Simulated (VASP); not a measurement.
Set up this calculation in VASP 6.6.1, as an ASE script.

```
Task                   : equation of state
Functional             : PBE
Dispersion             : D4
Potentials or basis    : VASP PAW PBE potentials, release 64 (Ag, Br)
Cutoff                 : 520 eV
k mesh                 : 6 × 6 × 6
Occupations            : gaussian, width 0.05 eV
Spin                   : spin-orbit coupling, no magnetisation
Further INCAR settings : ALGO = Normal; EDIFF = 1.00e-07
```

The system is AgBr.

```
CELL_PARAMETERS angstrom
0.00000 2.87015 2.87015
2.87015 0.00000 2.87015
2.87015 2.87015 0.00000
ATOMIC_POSITIONS crystal
Ag 0.00000 0.00000 0.00000
Br 0.50000 0.50000 0.50000
```

These files were run (other wordings do the same):

run.py

```python
from ase.calculators.vasp import Vasp
from ase.eos import EquationOfState
from ase.io import Trajectory
from ase.spacegroup import crystal
from ase.units import GPa

atoms = crystal(
    ['Ag', 'Br'],
    basis=[[0.0, 0.0, 0.0], [0.5, 0.0, 0.0]],
    spacegroup=225,
    setting=1,
    cellpar=[5.7403, 5.7403, 5.7403, 90.0, 90.0, 90.0],
    primitive_cell=True,
)
calc = Vasp(
    directory='calc',
    xc='pbe',
    pp='PBE',
    setups='recommended',
    prec='Accurate',
    encut=520,
    ediff=1e-07,
    ismear=0,
    sigma=0.05,
    lreal=False,
    lasph=True,
    nelm=100,
    algo='Normal',
    isif=2,
    lwave=False,
    lcharg=False,
    lorbit=11,
    lsorbit=True,
    gga_compat=False,
    lmaxmix=4,
    ivdw=13,
    kpts=[6, 6, 6],
    gamma=True,
)
atoms.calc = calc
cell = atoms.cell.copy()
volumes, energies = [], []
traj = Trajectory('eos.traj', 'w')
for x in [0.94, 0.96, 0.98, 1.0, 1.02, 1.04, 1.06]:
    atoms.set_cell(cell * x ** (1 / 3), scale_atoms=True)
    volumes.append(atoms.get_volume())
    energies.append(atoms.get_potential_energy())
    traj.write(atoms)
    print(f'{x:5.2f} {volumes[-1]:12.5f} {energies[-1]:14.6f}')

v0, e0, B = EquationOfState(volumes, energies, eos='birchmurnaghan').fit()
print(f'V0 = {v0:.4f} A^3, E0 = {e0:.6f} eV, B = {B / GPa:.2f} GPa')
```

Potentials or basis: VASP PAW PBE potentials, release 64 (Ag, Br).

Command:

```sh
$ python run.py
```

Results of the run:

```yaml
Equilibrium_volume: 23.57 Å³/atom
Bulk_modulus: 47 GPa
Pressure_derivative_of_the_bulk_modulus: 5.3
```

Run time: 8.8 min on 1 thread of AMD EPYC 9R45 96-Core Processor (Zen 5) (shared host), peak memory 0.31 GiB.
